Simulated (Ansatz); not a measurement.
## A decomposition energy, worked out: Si4C3

All numbers below come from DFT PBE, scalar-relativistic, plane waves, PAW in Ansatz 0.2.0. All cells share a 420 eV cutoff and Γ-centred k meshes spaced about 0.3 Å⁻¹ or finer (0.25 for metals, 2π included). No spin polarisation.

Energies over the elements count from the elements' standard structures at the same level, with no fitted energy shifts.

All energies are static (0 K, no zero-point motion). The reference form of C is held partly by dispersion forces, which this level lacks.

A trial structure of Si4C3 (reached from: a cell proposed by chemical analogy; relaxed: space group P3m1 (No. 156), a = 3.138 Å, c = 18.808 Å) has a formation energy of -0.018 eV/atom. It holds Si–Si nets (shortest 2.25 Å). At its composition the lowest mixture among the elements and 2 reference phases computed alike (others may be missing) consists of these:

```
       phase             source  ΔE_f (eV/atom)
  Si (solid)            element          -0.001
SiC (P6_3mc)  Materials Project          -0.204
```

The lowest database cell of Si (-0.001) lies slightly below the reference, hence the non-zero entry.

Q: Write the balanced decomposition and find its energy per atom, per formula unit and per mole of formula units.

A: Balancing Si and C gives Si4C3 → Si + 3 SiC. The left side holds 7 atoms, and the products take 1/7 (Si) and 6/7 (SiC) of them. The mixture therefore lies at 1/7 × (-0.001) + 6/7 × (-0.204) = -0.175 eV/atom. The reaction energy is -0.175 − (-0.018) = -0.157 eV/atom. Times 7 atoms that is -1.099 eV per Si4C3, and times 96.485 it is -106 kJ per mole of Si4C3. Decomposition is downhill, so the trial structure is unstable against this mixture.

Si4C3 is marginally bound against the elements but clearly unstable against Si and SiC, which shows how weak a test a negative formation energy is. In SiC every bond is a strong, polar Si–C bond in a tetrahedral network, and the surplus silicon is best placed in its own diamond lattice. The trial cell instead joins the two in one layered structure. Its Si–Si nets must share the short in-plane repeat of the carbide, which probably compresses them laterally and forces their bond angles far from tetrahedral.

Elemental carbon is absent from the products, so any error in its reference energy cancels in the decomposition energy, though not in the small formation energy of -0.018 eV/atom. The value for SiC is less exothermic than experiment, probably because the semilocal functional misjudges the balance between Si–C bonds and those in the elements. A competing phase not yet considered could only deepen the instability. The result doesn't rule out a better arrangement at this composition, or metastable survival of this one.
